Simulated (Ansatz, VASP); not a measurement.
Sb in VASP and in Ansatz

```
CELL_PARAMETERS angstrom
2.95531 0.00000 0.00000
0.00000 2.95531 0.00000
0.00000 0.00000 2.95531
ATOMIC_POSITIONS crystal
Sb 0.00000 0.00000 0.00000
```

Alike in both runs: task single point; functional LDA; k mesh 12 × 12 × 12; occupations fermi-dirac, width 0.1 eV; no spin polarisation.

|  | VASP | Ansatz |
| --- | --- | --- |
| version | VASP 6.6.1 | Ansatz 0.2.0 |
| potentials or method | VASP PAW LDA potentials, release 64 (Sb) | plane waves (420 eV) with PAW, scalar-relativistic |
| plane-wave cutoff (eV) | 520 | 420 |
| valence electrons in the cell | 5 | 15 |

Ansatz gave:

| Item | Value |
| --- | --- |
| pressure (GPa) | 6.8 |

Which values does VASP return?

Pressure (GPa): 7.2.

The two sets of potentials don't hold the same shells in valence. Ansatz warned: «pseudo_functional_mismatch».

The runs have no spin-orbit coupling, so splittings on Sb are missing.
